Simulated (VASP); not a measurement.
A run of VASP 6.6.1 is set up as follows.

INCAR

```
PREC = Accurate
ENCUT = 520
EDIFF = 1E-6
ISMEAR = 0
SIGMA = 0.03
LREAL = F
LASPH = T
NELM = 80
ALGO = Normal
ISIF = 2
LWAVE = F
LCHARG = F
GGA = PS
NBANDS = 16
ICORELEVEL = 1
```

Contents of KPOINTS:

```
Automatic mesh
0
Gamma
  10 10 10
```

File POSCAR:

```
GaN                                     
1.0
    0.0000000000      2.2475536595      2.2475536595
    2.2475536595      0.0000000000      2.2475536595
    2.2475536595      2.2475536595      0.0000000000
  Ga              N             
     1     1
Direct
     0.0000000000000000    0.0000000000000000    0.0000000000000000
     0.7500000000000000    0.7500000000000000    0.7500000000000000
```

KPOINTS_OPT

```
explicit points
159
Reciprocal
 0.0000000000  0.0000000000  0.0000000000 1
 0.0357142857  0.0000000000  0.0357142857 1
 0.0714285714  0.0000000000  0.0714285714 1
 0.1071428571  0.0000000000  0.1071428571 1
 0.1428571429  0.0000000000  0.1428571429 1
 0.1785714286  0.0000000000  0.1785714286 1
[... 151 lines left out ...]
 0.4250000000  0.0000000000  0.4250000000 1
 0.4500000000  0.0000000000  0.4500000000 1
```

Potentials or basis: VASP PAW PBE potentials, release 64 (Ga_d, N).

Launch:

```bash
$ cat potpaw_PBE.64/Ga_d/POTCAR potpaw_PBE.64/N/POTCAR > POTCAR
$ mpirun -np 1 vasp_std > vasp.out
```

Task: Predict the band gap on the k mesh.

Result: 1.73 eV, direct.

Task: Estimate the band gap along the path.

Result: 1.73 eV, direct.

Task: What does it give for the pressure?

Result: 0.2 GPa.

Core levels (eV, on the scale of the bands):
| atom | levels |
| --- | --- |
| 1 Ga | 1s -10217.1, 2s -1250.5, 2p -1087.0, 3s -136.8, 3p -87.5 |
| 2 N | 1s -370.4 |

Caveat: the PAW data sets were made with another functional, which shifts forces and pressure a little.

**Experimental background.**

From a printed reference work, textbook, for a bulk crystal of GaN at 0 K: band gap 3.299 eV (direct).

Against the measured gap of GaN, 3.299 eV (direct; 0 K; a printed reference work, textbook), the calculated 1.73 eV is off by -1.57 eV. Spin-orbit coupling on Ga is left out. The value is that of PBEsol, without temperature or zero-point motion. Semilocal functionals fall short of measured gaps as a rule. The cell is a database's relaxed one, not the measured one, which moves gaps too.
